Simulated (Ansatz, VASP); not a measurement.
## One calculation of Ga, two programs

POSCAR

```
Ga
1.0
   -1.3561377546      1.3561377546      2.2640427644
    1.3561377546     -1.3561377546      2.2640427644
    1.3561377546      1.3561377546     -2.2640427644
Ga
1
Direct
    0.0000000000      0.0000000000      0.0000000000
```

INCAR.step1

```
SYSTEM = Ga
PREC = Accurate ; ENCUT = 520
ISMEAR = -1 ; SIGMA = 0.05
LREAL = .FALSE. ; LASPH = .TRUE.
NELM = 60 ; NBANDS = 12
GGA = PE ; ALGO = Normal
EDIFF = 1E-4 ; LWAVE = .TRUE.
LCHARG = .FALSE.
```

File INCAR.step2:

```
SYSTEM = Ga
PREC = Accurate ; ENCUT = 520
EDIFF = 1E-6 ; ISMEAR = -1
SIGMA = 0.05 ; LREAL = .FALSE.
LASPH = .TRUE. ; NELM = 60
ALGO = Normal ; ISIF = 2
LWAVE = .FALSE. ; LCHARG = .FALSE.
METAGGA = R2SCAN ; LMIXTAU = .TRUE.
NBANDS = 12 ; ISTART = 1
```

Contents of KPOINTS:

```
Automatic mesh
0
G
  13 13 13
  0 0 0
```

The input input.yaml:

```yaml
crystal:
  lattice:
    - [-1.3561377546, 1.3561377546, 2.2640427644]
    - [1.3561377546, -1.3561377546, 2.2640427644]
    - [1.3561377546, 1.3561377546, -2.2640427644]
  atoms:
    - { symbol: Ga, position: [0.0, 0.0, 0.0] }
hamiltonian:
  xc: r2scan
  pseudopotentials: { kind: paw }
kpoints:
  mp_grid: { grid: [13, 13, 13] }
scf:
  occupations: { method: fermi_dirac, width: 0.05 }
output:
  forces: true
  stress: true
  eigenvalues: true
  write_density: true
  write_potential: true
  elf: true
  volumetric_format: npy
```

This isn't the form of Ga at room conditions, which is orthorhombic.

Alike in both runs: task single point; functional r2SCAN; k mesh 13 × 13 × 13; occupations fermi-dirac, width 0.05 eV; no spin polarisation.

```csv
,VASP,Ansatz
version,VASP 6.6.1,Ansatz 0.2.0
potentials or method,"VASP PAW PBE potentials, release 64 (Ga_d)",Ansatz PAW
plane-wave cutoff (eV),520,500
valence electrons in the cell,13,13
```

|  | VASP | Ansatz | Ansatz less VASP |
| --- | --- | --- | --- |
| gap on the k mesh at the Fermi level (eV) | none | none | - |
| pressure (GPa) | 4.8 | 4.7 | -0.08 |
| largest component of the traceless stress (GPa) | 0.95 | 0.92 | -0.035 |

A gap of «none» marks a metal or a gap that the smearing closes. With one functional, cell and mesh, what is left measures potentials, basis and numerics.

Caveats: the PAW data sets were made with another functional, which shifts forces and pressure a little (VASP); the PAW data sets come from PBE, with cores solved anew for the run's functional, which leaves a small shift of forces and pressure (Ansatz).
